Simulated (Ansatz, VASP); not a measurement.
**Two plane-wave programs on HfO2**

File INCAR:

```
SYSTEM = HfO2
  ALGO = Normal
  EDIFF = 1E-7
  ENCUT = 520
  GGA = PE
  ISIF = 2
  ISMEAR = 0
  LASPH = .TRUE.
  LCHARG = .FALSE.
  LREAL = .FALSE.
  LWAVE = .FALSE.
  NBANDS = 31
  NELM = 100
  PREC = Accurate
  SIGMA = 0.02
```

The input KPOINTS:

```
k-points
0
G
  6 6 4
  0 0 0
```

The input POSCAR:

```
HfO2
1.0
    3.4421110687      0.0000000000      0.0000000000
    0.0000000000      3.4421110687      0.0000000000
    0.0000000000      0.0000000000      5.4145713155
Hf O
2 4
Direct
    0.5000000000      0.5000000000      0.5000000000
    0.0000000000      0.0000000000      0.0000000000
    0.0000000000      0.5000000000      0.6954118611
    0.5000000000      0.0000000000      0.8045881389
    0.5000000000      0.0000000000      0.3045881389
    0.0000000000      0.5000000000      0.1954118611
```

Input for Ansatz:

```yaml
crystal:
  lattice:
    - [3.4421110687, 0.0, 0.0]
    - [0.0, 3.4421110687, 0.0]
    - [0.0, 0.0, 5.4145713155]
  atoms:
    - { symbol: Hf, position: [0.5, 0.5, 0.5] }
    - { symbol: Hf, position: [0.0, 0.0, 0.0] }
    - { symbol: O, position: [0.0, 0.5, 0.6954118611] }
    - { symbol: O, position: [0.5, 0.0, 0.8045881389] }
    - { symbol: O, position: [0.5, 0.0, 0.3045881389] }
    - { symbol: O, position: [0.0, 0.5, 0.1954118611] }
basis:
  ecutwfc: 420
kpoints:
  mp_grid: { grid: [6, 6, 4] }
  band_path: { path: [VBM, CBM], npoints: 2 }
hamiltonian:
  xc: pbe
scf:
  occupations: { method: gaussian, width: 0.02 }
output:
  forces: true
  stress: true
  eigenvalues: true
checkpoint:
  read: start.run
  write: ck
  compress: false
  write_wavefunctions: false
  write_every: 100000
```

Alike in both runs: task single point; functional PBE; k mesh 6 × 6 × 4; occupations gaussian, width 0.02 eV; no spin polarisation.

|  | VASP | Ansatz |
| --- | --- | --- |
| version | VASP 6.6.1 | Ansatz 0.2.0 |
| potentials or method | VASP PAW PBE potentials, release 64 (Hf_pv, O) | scalar-relativistic, plane waves, PAW |
| plane-wave cutoff (eV) | 520 | 420 |
| valence electrons in the cell | 44 | 76 |

Ansatz gave:

* gap on the k mesh at the Fermi level (eV): 4.66
* least direct gap on the mesh (eV): 4.71
* pressure (GPa): 18.6
* largest component of the traceless stress (GPa): 18.59
* rms of the force components (eV/Å): 0.001

Q: Which values does VASP return?

A: gap on the k mesh at the Fermi level (eV): 4.66; least direct gap on the mesh (eV): 4.70; pressure (GPa): 15.1; largest component of the traceless stress (GPa): 18.93; rms of the force components (eV/Å): 0.024.

Atom by atom the forces differ by 0.023 eV/Å (rms over components). The two sets of potentials don't hold the same shells in valence.

Caveats: so large a pressure means that the cell lies far from this level's equilibrium, or that cutoff or potentials fall short (VASP); spin-orbit coupling is left out, which moves the levels of the heavy elements. A k mesh can miss the band edges. A hybrid or GW would open this gap; PBE tends to underestimate it.
